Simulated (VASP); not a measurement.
Crystal: Se.

```xyz
1
Lattice="3.2118 0.0000 0.0000 -1.6059 2.7815 0.0000 0.0000 0.0000 3.0010" Properties=species:S:1:pos:R:3 pbc="T T T"
Se    0.0000    0.0000    0.0000
```

The cell was built by a generator and needn't be a form met in nature.

* Program: VASP 6.6.1
* Task: relaxation of cell and atoms
* Functional: PBE
* Potentials or basis: VASP PAW PBE potentials, release 64 (Se)
* Cutoff: 600 eV
* k mesh: 6 × 6 × 6
* Occupations: gaussian, width 0.1 eV
* Spin: no spin polarisation

At the start: pressure -9.1 GPa; volume 26.81 Å³/atom.

Question: How do energy, volume and symmetry change on relaxing?

Answer: Over 25 steps the energy falls by 366.5 meV/atom and the volume is 24.47 Å³/atom (-8.7 %); space group P6/mmm (No. 191, to 0.05 Å).

Step by step:
| step | energy change (eV) | largest force (eV/Å) | pressure (GPa) | volume (Å³) |
| --- | --- | --- | --- | --- |
| 1 | 0.0000 | 0.0000 | -9.11 | 26.81 |
| 2 | -0.1866 | 0.0000 | 0.84 | 21.32 |
| 3 | -0.1872 | 0.0000 | 0.04 | 21.55 |
| 4 | -0.1871 | 0.0000 | -0.28 | 21.65 |
| 5 | -0.1874 | 0.0000 | -0.24 | 21.65 |
| 6 | -0.1875 | 0.0000 | -0.19 | 21.65 |
| 7 | -0.1886 | 0.0000 | -0.11 | 21.64 |
| 8 | -0.2017 | 0.0000 | -0.10 | 21.63 |
| 9 | -0.2217 | 0.0000 | 0.74 | 21.59 |
| 10 | -0.3188 | 0.0000 | 4.38 | 21.43 |
| 11 | 0.2054 | 0.0000 | 30.62 | 20.79 |
| 12 | -0.3244 | 0.0000 | 5.46 | 21.39 |
| 13 | -0.3244 | 0.0000 | 5.90 | 21.38 |
| 14 | -0.3240 | 0.0000 | 6.22 | 21.37 |
| 15 | -0.3271 | 0.0000 | 5.83 | 21.45 |
| 16 | -0.3355 | 0.0000 | 4.71 | 21.71 |
| 17 | -0.3470 | 0.0000 | 2.65 | 22.22 |
| 18 | -0.3514 | 0.0000 | -0.81 | 23.27 |
| 19 | -0.3525 | 0.0000 | 0.15 | 22.95 |
| 20 | -0.3561 | 0.0000 | 0.12 | 23.08 |
| 21 | -0.3636 | 0.0000 | 0.15 | 23.44 |
| 22 | -0.3661 | 0.0000 | 0.61 | 24.16 |
| 23 | -0.3660 | 0.0000 | 0.64 | 24.19 |
| 24 | -0.3665 | 0.0000 | 0.12 | 24.42 |
| 25 | -0.3665 | 0.0000 | 0.01 | 24.47 |

Final structure:
```
Se
1.0
     3.40238    0.00000    0.00000
    -1.70119    2.94655    0.00000
     0.00000    0.00000    2.44080
Se
1
Direct
  0.00000 0.00000 0.00000
```

Caveat: the k mesh is coarse (spacing up to 0.38 Å⁻¹), so the values aren't converged.
